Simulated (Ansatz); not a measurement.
**SnO2: single point with PBE**

SnO2:

```
Sn O
1.0
     0.00000    2.57415    2.57415
     2.57415    0.00000    2.57415
     2.57415    2.57415    0.00000
Sn O
1 2
Direct
  0.00000 0.00000 0.00000
  0.75000 0.75000 0.75000
  0.25000 0.25000 0.25000
```

Measurements of this composition are mostly on another form, of space group No. 136.

```yaml
Program: Ansatz 0.2.0
Task: single point
Functional: PBE
Potentials_or_basis: Ansatz PAW
Cutoff: "420 eV (not typed: the program's choice for these potentials)"
k_mesh: 9 × 9 × 9
Occupations: gaussian, width 0.024 eV
Spin: no spin polarisation
```

- Pressure: -0.5 GPa
- Band gap on the k mesh: none (metal or under the smearing width)

Levels at points of the mesh, in eV from the Fermi level:
```
           k point  band 10  band 11  band 12  band 13  band 14  band 15  band 16  band 17
(0.00, 0.00, 0.00)    -2.74    -1.26    -1.26    -1.26    -0.13     7.04     7.04     7.04
```

It took 0.91 s on 2 threads of Intel(R) Xeon(R) Platinum 8259CL CPU @ 2.50GHz (Skylake/Cascade Lake), with other jobs on the host, peak memory 0.36 GiB.

Caveat: the pressure holds a Pulay correction of +1.0 GPa for the finite cutoff.
